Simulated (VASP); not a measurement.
# La (P6_3/mmc) in VASP: equation of state

How stiff is La in PBE, and what volume does it want? The cell is scaled to several volumes.

Program: VASP 6.6.1. These are calculated values, not measurements. Logs are shortened: lines on timing, memory, paths and dates and some standing lists are left out, and cuts for length are marked.

**1. The crystal as given**

The structure is hexagonal, space group P6_3/mmc (No. 194). Conventional cell: a = 3.750 Å, b = 3.750 Å, c = 6.070 Å, α = 90.00°, β = 90.00°, γ = 120.00°. La (site symmetry -6m2) has 12 La at 3.73 to 3.75 Å as nearest neighbours.

This isn't the form of La at room conditions, which is double hcp.

**2. Equation of state, PBE, 34.74 Å³/atom (volume scaled by 0.94)**

INCAR

```
SYSTEM = La
ALGO = Normal
EDIFF = 1E-7
ENCUT = 520
GGA = PE
ISIF = 2
ISMEAR = -1
LASPH = .TRUE.
LCHARG = .FALSE.
LREAL = .FALSE.
LWAVE = .FALSE.
NBANDS = 18
NELM = 60
PREC = Accurate
SIGMA = 0.05
```

KPOINTS

```
k-points
0
G
  8 8 5
  0 0 0
```

POSCAR

```
La
1.0
    3.6734479077      0.0000000000      0.0000000000
   -1.8367239538      3.1812992075      0.0000000000
    0.0000000000      0.0000000000      5.9460876799
La
2
Direct
    0.6666666667      0.3333333333      0.7500000000
    0.3333333333      0.6666666667      0.2500000000
```

Potentials or basis: VASP PAW PBE potentials, release 64 (La).

Run with:

```sh
cat potpaw_PBE.64/La/POTCAR > POTCAR
mpirun -np 1 vasp_std > vasp.out
```

OUTCAR:

```text
SYSTEM = La
   EDIFF = 1E-7
   ENCUT = 520
   GGA = PE
   ISIF = 2
   ISMEAR = -1
   LASPH = .TRUE.
   LREAL = .FALSE.
   NELM = 60
   PREC = Accurate

 ion  position               nearest neighbor table
   1  0.667  0.333  0.750-   2 3.65   2 3.65   2 3.65   2 3.65   2 3.65   2 3.65
   2  0.333  0.667  0.250-   1 3.65   1 3.65   1 3.65   1 3.65   1 3.65   1 3.65

  LATTYP: Found a hexagonal cell.
 ALAT       =     3.6734479077
 C/A-ratio  =     1.6186666667

  Lattice vectors:

 A1 = (   3.6734479077,   0.0000000000,   0.0000000000)
 A2 = (  -1.8367239538,   3.1812992075,   0.0000000000)
 A3 = (   0.0000000000,   0.0000000000,   5.9460876799)

Analysis of symmetry for initial positions (statically):
=====================================================================
 Subroutine PRICEL returns:
 Original cell was already a primitive cell.

 Routine SETGRP: Setting up the symmetry group for a
 hexagonal supercell.

 Subroutine GETGRP returns: Found 24 space group operations
 (whereof 12 operations were pure point group operations)
 out of a pool of 24 trial point group operations.

The static configuration has the point symmetry D_3d.
 The point group associated with its full space group is D_6h.

Analysis of symmetry for dynamics (positions and initial velocities):
=====================================================================
 Subroutine PRICEL returns:
 Original cell was already a primitive cell.

 Routine SETGRP: Setting up the symmetry group for a
 hexagonal supercell.

 Subroutine GETGRP returns: Found 24 space group operations
 (whereof 12 operations were pure point group operations)
 out of a pool of 24 trial point group operations.

The dynamic configuration has the point symmetry D_3d.
 The point group associated with its full space group is D_6h.

 Subroutine INISYM returns: Found 24 space group operations
 (whereof 12 operations are pure point group operations),
 and found     1 'primitive' translations

----------------------------------------------------------------------------------------

                                     Primitive cell

  volume of cell :      69.4880

  direct lattice vectors                    reciprocal lattice vectors
     3.673447908  0.000000000  0.000000000     0.272223814  0.157168492  0.000000000
    -1.836723954  3.181299207  0.000000000     0.000000000  0.314336985  0.000000000
     0.000000000  0.000000000  5.946087680     0.000000000  0.000000000  0.168177809

  length of vectors
     3.673447908  3.673447908  5.946087680     0.314336985  0.314336985  0.168177809

  position of ions in fractional coordinates (direct lattice)
     0.666666667  0.333333333  0.750000000
     0.333333333  0.666666667  0.250000000

  ion indices of the primitive-cell ions
   primitive index   ion index
                 1           1
                 2           2

----------------------------------------------------------------------------------------

 KPOINTS: k-points

Automatic generation of k-mesh.
 Grid dimensions read from file:
 generate k-points for:    8    8    5

 Generating k-lattice:

  Cartesian coordinates                     Fractional coordinates (reciprocal lattice)
     0.034027977  0.019646062  0.000000000     0.125000000 -0.000000000  0.000000000
     0.000000000  0.039292123  0.000000000     0.000000000  0.125000000  0.000000000
     0.000000000  0.000000000  0.033635562     0.000000000  0.000000000  0.200000000

  Length of vectors
     0.039292123  0.039292123  0.033635562

  Shift w.r.t. Gamma in fractional coordinates (k-lattice)
     0.000000000  0.000000000  0.000000000

 Subroutine IBZKPT returns following result:
 ===========================================

 Found     30 irreducible k-points:

 Following reciprocal coordinates:
            Coordinates               Weight
  0.000000  0.000000  0.000000      1.000000
  0.125000 -0.000000  0.000000      6.000000
  0.250000 -0.000000  0.000000      6.000000
  0.375000 -0.000000  0.000000      6.000000
  0.500000 -0.000000  0.000000      3.000000
  0.125000  0.125000  0.000000      6.000000
[... 22 lines left out ...]
  0.250000  0.250000  0.400000     12.000000
  0.375000  0.250000  0.400000     12.000000
   k-points           NKPTS =     30   k-points in BZ     NKDIM =     30   number of bands    NBANDS=     18
   number of dos      NEDOS =    301   number of ions     NIONS =      2
   total plane-waves  NPLWV =  37632
   dimension x,y,z NGX =    28 NGY =   28 NGZ =   48
   dimension x,y,z NGXF=    56 NGYF=   56 NGZF=   96
   ions per type =               2
   NGX,Y,Z   is equivalent  to a cutoff of  12.67, 12.67, 13.42 a.u.
   NGXF,Y,Z  is equivalent  to a cutoff of  25.34, 25.34, 26.84 a.u.
 SYSTEM =  La
   PREC   = accura    normal or accurate (medium, high low for compatibility)
   ISTART =      0    job   : 0-new  1-cont  2-samecut
   ICHARG =      2    charge: 1-file 2-atom 10-const
   ISPIN  =      1    spin polarized calculation?
   LNONCOLLINEAR =      F non collinear calculations
   LSORBIT =      F    spin-orbit coupling
   LASPH  =      T    aspherical Exc in radial PAW
   ENCUT  =  520.0 eV  38.22 Ry    6.18 a.u.   6.83  6.83 11.06*2*pi/ulx,y,z
   NELM   =     60;   NELMIN=  2; NELMDL= -5     # of ELM steps
   EDIFF  = 0.1E-06   stopping-criterion for ELM
   LREAL  =      F    real-space projection
   EDIFFG = 0.1E-05   stopping-criterion for IOM
   NSW    =      0    number of steps for IOM
   IBRION =     -1    ionic relax: 0-MD 1-quasi-New 2-CG
   NFREE  =      0    steps in history (QN), initial steepest desc. (CG)
   ISIF   =      2    stress and relaxation
   ISYM   =      2    0-nonsym 1-usesym 2-fastsym
   POTIM  = 0.5000    time-step for ionic-motion
   TEBEG  =    0.0;   TEEND  =   0.0 temperature during run
   PSTRESS=    0.0 pullay stress
   NELECT =      22.0000    total number of electrons
   NUPDOWN=      -1.0000    fix difference up-down
   EMIN   =  10.00;   EMAX   =-10.00  energy-range for DOS
   EFERMI =   0.00;   METHOD = LEGACY
   ISMEAR =    -1;   SIGMA  =   0.05  broadening in eV -4-tet -1-fermi 0-gaus
   EFERMI_NEDOS =   21; number of points for ismear=-14 and -15
   IALGO  =     38    algorithm
   IMIX   =      4    mixing-type and parameters
     AMIX     =   0.40;   BMIX     =  1.00
     AMIX_MAG =   1.60;   BMIX_MAG =  1.00
  volume/ion in A,a.u.               =      34.74       234.46
  Fermi-wavevector in a.u.,A,eV,Ry     =   1.115781  2.108521 16.938823  1.244968
  Thomas-Fermi vector in A             =   2.252389
   LORBIT       =      0    0 simple, 1 ext, 2 COOP (PROOUT), +10 PAW based schemes
   GGA     = PE    functional components
   LHFCALC =     F    Hartree Fock is set to
   AEXX    =    0.0000 exact exchange contribution
   IVDW    =     0    specifies the selected vdW correction
   LEPSILON=     F    determine dielectric tensor
   LRPA    =     F    only Hartree local field effects (RPA)
 non-spin polarized calculation
  energy-cutoff  :      520.00
  volume of cell :       69.49
 maximum number of plane-waves:      1890
 NGX is ok and might be reduce to    28
   NGX = 13   NGY = 13   NGZ = 23

 number of electron      22.0000002 magnetization

 Free energy of the ion-electron system (eV)
  ---------------------------------------------------
  ext. energy  EPLUGINS =         0.00000000
  ---------------------------------------------------
  free energy    TOTEN  =        -9.66767575 eV

  energy without entropy =       -9.63170605  energy(sigma->0) =       -9.64969090

 E-fermi :   8.5185     XC(G=0):  -9.8350

 val. band max:        8.4845652163   @ k =   0.2500   0.2500   0.4000
 cond. band min:       8.5214457230   @ k =   0.2500  -0.0000   0.0000
 fundamental gap:      0.0368805067
 Fermi energy:         8.5185137380

 k-point     1 :       0.0000    0.0000    0.0000
  band No.  band energies     occupation
      1     -24.2644      2.00000
      2     -24.0013      2.00000
      3      -8.7997      2.00000
      4      -7.3473      2.00000
      5      -7.3473      2.00000
      6      -7.1256      2.00000
[... 10 lines left out ...]
     17      10.2939      0.00000
     18      10.4429      0.00000

 k-point     2 :       0.1250   -0.0000    0.0000
  band No.  band energies     occupation
      1     -24.2327      2.00000
      2     -23.9864      2.00000
      3      -8.7227      2.00000
      4      -7.5503      2.00000
      5      -7.4098      2.00000
      6      -7.3311      2.00000
[... 10 lines left out ...]
     17      10.2654      0.00000
     18      10.3599      0.00000

 k-point     3 :       0.2500   -0.0000    0.0000
  band No.  band energies     occupation
      1     -24.1515      2.00000
      2     -23.9532      2.00000
      3      -8.5124      2.00000
      4      -8.0193      2.00000
      5      -7.7832      2.00000
      6      -7.5479      2.00000
[... 10 lines left out ...]
     17      10.4431      0.00000
     18      10.4809      0.00000

 k-point     4 :       0.3750   -0.0000    0.0000
  band No.  band energies     occupation
      1     -24.0592      2.00000
      2     -23.9289      2.00000
      3      -8.4595      2.00000
      4      -8.2363      2.00000
      5      -8.1900      2.00000
      6      -7.6747      2.00000
[... 10 lines left out ...]
     17      10.4599      0.00000
     18      10.5551      0.00000

 k-point     5 :       0.5000   -0.0000    0.0000
  band No.  band energies     occupation
      1     -24.0127      2.00000
      2     -23.9264      2.00000
      3      -8.6339      2.00000
      4      -8.3487      2.00000
      5      -8.0687      2.00000
      6      -7.7248      2.00000
[... 10 lines left out ...]
     17      10.5357      0.00000
     18      10.6000      0.00000

 k-point     6 :       0.1250    0.1250    0.0000
  band No.  band energies     occupation
      1     -24.1761      2.00000
      2     -23.9624      2.00000
      3      -8.5787      2.00000
      4      -7.8190      2.00000
      5      -7.7400      2.00000
      6      -7.4505      2.00000
[... 10 lines left out ...]
     17      10.4861      0.00000
     18      10.4955      0.00000

 k-point     7 :       0.2500    0.1250    0.0000
  band No.  band energies     occupation
      1     -24.0884      2.00000
      2     -23.9342      2.00000
      3      -8.3303      2.00000
      4      -8.2396      2.00000
      5      -8.0769      2.00000
      6      -7.6582      2.00000
[... 10 lines left out ...]
     17      10.5217      0.00000
     18      10.5549      0.00000

 k-point     8 :       0.3750    0.1250    0.0000
  band No.  band energies     occupation
      1     -24.0135      2.00000
      2     -23.9258      2.00000
      3      -8.5394      2.00000
      4      -8.2726      2.00000
      5      -8.0748      2.00000
      6      -7.8173      2.00000
[... 10 lines left out ...]
     17      10.4795      0.00000
     18      10.5309      0.00000
[... 355 lines left out ...]
     17      10.5317      0.00000
     18      10.5547      0.00000

 k-point    26 :       0.1250    0.1250    0.4000
  band No.  band energies     occupation
      1     -24.1038      2.00000
      2     -24.0378      2.00000
      3      -8.2886      2.00000
      4      -8.0144      2.00000
      5      -7.6011      2.00000
      6      -7.4860      2.00000
[... 10 lines left out ...]
     17      10.4091      0.00000
     18      10.5048      0.00000

 k-point    27 :       0.2500    0.1250    0.4000
  band No.  band energies     occupation
      1     -24.0357      2.00000
      2     -23.9881      2.00000
      3      -8.4553      2.00000
      4      -8.3421      2.00000
      5      -7.7197      2.00000
      6      -7.6262      2.00000
[... 10 lines left out ...]
     17      10.5533      0.00000
     18      10.5877      0.00000

 k-point    28 :       0.3750    0.1250    0.4000
  band No.  band energies     occupation
      1     -23.9832      2.00000
      2     -23.9561      2.00000
      3      -8.6511      2.00000
      4      -8.5649      2.00000
      5      -7.8065      2.00000
      6      -7.6718      2.00000
[... 10 lines left out ...]
     17      10.5422      0.00000
     18      10.5701      0.00000

 k-point    29 :       0.2500    0.2500    0.4000
  band No.  band energies     occupation
      1     -23.9835      2.00000
      2     -23.9559      2.00000
      3      -8.5153      2.00000
      4      -8.4804      2.00000
      5      -7.9383      2.00000
      6      -7.8405      2.00000
[... 10 lines left out ...]
     17      10.5529      0.00000
     18      10.5758      0.00000

 k-point    30 :       0.3750    0.2500    0.4000
  band No.  band energies     occupation
      1     -23.9577      2.00000
      2     -23.9465      2.00000
      3      -8.5300      2.00000
      4      -8.4794      2.00000
      5      -8.1028      2.00000
      6      -7.9581      2.00000
[... 10 lines left out ...]
     17      10.4096      0.00000
     18      10.4219      0.00000

------------------------ aborting loop because EDIFF is reached ----------------------------------------

  FORCE on cell =-STRESS in cart. coord.  units (eV):
  Direction    XX          YY          ZZ          XY          YZ          ZX
  --------------------------------------------------------------------------------------
  -------------------------------------------------------------------------------------
  Total        1.0831138      1.0831138      1.0539704      0.0000000      0.0000000      0.0000000
  in kB       24.9732448     24.9732448     24.3012882      0.0000000      0.0000000      0.0000000
  external PRESSURE =      24.7492593 kB  Pullay stress =       0.0000000 kB

 VOLUME and BASIS-vectors are now :
 -----------------------------------------------------------------------------
  energy-cutoff  :      520.00
  volume of cell :       69.49
      direct lattice vectors                 reciprocal lattice vectors
     3.673447908  0.000000000  0.000000000     0.272223814  0.157168492  0.000000000
    -1.836723954  3.181299207  0.000000000     0.000000000  0.314336985  0.000000000
     0.000000000  0.000000000  5.946087680     0.000000000  0.000000000  0.168177809

 POSITION                                       TOTAL-FORCE (eV/Angst)
 -----------------------------------------------------------------------------------
      1.83672      1.06043      4.45957         0.000000      0.000000      0.000000
     -0.00000      2.12087      1.48652        -0.000000      0.000000      0.000000
 -----------------------------------------------------------------------------------
    total drift:                                0.000000     -0.000000      0.000000

  FREE ENERGIE OF THE ION-ELECTRON SYSTEM (eV)
  ---------------------------------------------------
  free  energy   TOTEN  =        -9.6676757483 eV

  energy  without entropy=       -9.6317060466  energy(sigma->0) =       -9.64969090
```

Run time: 2.1 min. Hardware: 1 thread of AMD EPYC 7R43 (Zen 3), shared host; peak memory 0.15 GiB.

Results:

| Property | Result |
| --- | --- |
| Free energy | -9.6677 eV |
| Pressure | 2.5 GPa |
| Band gap on the k mesh | none (metal or under the smearing width) |

**3. Equation of state, PBE, 35.48 Å³/atom (volume scaled by 0.96)**

INCAR

```
  ALGO = Normal
  EDIFF = 1E-7
  ENCUT = 520
  GGA = PE
  ISIF = 2
  ISMEAR = -1
  LASPH = T
  LCHARG = F
  LREAL = F
  LWAVE = F
  NBANDS = 18
  NELM = 80
  PREC = Accurate
  SIGMA = 0.05
```

KPOINTS

```
k-points
0
Gamma
  8 8 5
```

POSCAR

```
La
1.0
    3.6993181115      0.0000000000      0.0000000000
   -1.8496590557      3.2037034612      0.0000000000
    0.0000000000      0.0000000000      5.9879629165
La
2
Direct
    0.6666666667      0.3333333333      0.7500000000
    0.3333333333      0.6666666667      0.2500000000
```

Potentials or basis: VASP PAW PBE potentials, release 64 (La).

Run with:

```sh
cat potpaw_PBE.64/La/POTCAR > POTCAR
mpirun -np 1 vasp_std > vasp.out
```

Run time: 1.9 min. Hardware: 1 thread of AMD EPYC 7R43 (Zen 3), shared host; peak memory 0.16 GiB.

It converged, with:

```yaml
Free_energy: -9.6880 eV
Pressure: 1.9 GPa
Band_gap_on_the_k_mesh: none (metal or under the smearing width)
```

[end of part 1 of 2]
